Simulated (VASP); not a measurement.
Crystal: AlP.

```
CELL_PARAMETERS angstrom
0.00000 2.75287 2.75287
2.75287 0.00000 2.75287
2.75287 2.75287 0.00000
ATOMIC_POSITIONS crystal
Al 0.00000 0.00000 0.00000
P 0.25000 0.25000 0.25000
```

The cell is a database's computed one.

Base run:

- Program: VASP 6.6.1
- Functional: HSE06
- Potentials or basis: VASP PAW PBE potentials, release 64 (Al, P)
- Cutoff: 450 eV
- k mesh: 8 × 8 × 8
- Occupations: gaussian, width 0.02 eV
- Spin: no spin polarisation

Its results: band gap on the k mesh 2.33 eV, indirect (least direct gap 4.01 eV); pressure -1.7 GPa.

Problem. The run is repeated on the same cell with these changes: functional from HSE06 to PBE0. What comes out?

Solution. Band gap on the k mesh 2.99 eV, indirect (least direct gap 4.66 eV); pressure -1.8 GPa.

Caveats: the PAW data sets were made with another functional, which shifts forces and pressure a little.
